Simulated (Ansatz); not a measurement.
Runs of Ansatz 0.2.0 on HfC. The structure is orthorhombic, space group Pmm2 (No. 25). Conventional cell: a = 2.439 Å, b = 4.695 Å, c = 2.562 Å, α = 90.00°, β = 90.00°, γ = 90.00°. Hf (site symmetry mm2) has 2 C at 2.43 Å and 4 Hf at 2.44 to 2.56 Å as nearest neighbours. Around C (site symmetry mm2) lie 2 Hf at 2.43 Å and 4 C at 2.44 to 2.56 Å. The cell was built by a generator and needn't be a form met in nature.

```csv
task,level,spin,k mesh,cutoff (eV),points for each segment of the path,gap on the mesh (eV),pressure (GPa),largest force (eV/Å)
band structure,HSE06,off,6 × 3 × 5,420,4,none,9.9,0.01
band structure,HSE03,off,6 × 3 × 5,420,4,none,10.3,0.01
band structure,HSEsol,off,6 × 3 × 5,420,4,none,(a),0.02
single point,r2SCANh,off,6 × 3 × 5,500,-,none,(d),-
single point,r2SCAN50,off,6 × 3 × 5,500,-,none,(b),0.05
single point,HSE06,"SOC, no magnetisation",5 × 3 × 4,420,-,none,6.5,0.07
single point,r2SCAN0,off,6 × 3 × 5,500,-,none,(c),0.01
single point,B3LYP,off,6 × 3 × 5,420,-,none,15.3,0.08
```

Alike in all rows: potentials or basis Ansatz PAW; cell as given; smearing fermi-dirac 0.05 eV; the mesh is coarse, so values aren't converged.

Task: Fill in the values left out.

Result: (a) 6.1; (b) 7.3; (c) 8.4; (d) 9.1.

Caveats: all runs use coarse meshes; the PAW data sets come from PBE, with cores solved anew for the run's functional, which leaves a small shift of forces and pressure; the thresholds are loose for stress; spin-orbit coupling is left out, which moves the levels of the heavy elements (some runs); so large a pressure means that the cell lies far from this level's equilibrium, or that cutoff or potentials fall short (some runs).

A k mesh can miss the band edges, and rows without SOC leave out spin-orbit coupling on Hf.

A gap of «none» marks a metal or a gap under the smearing width.
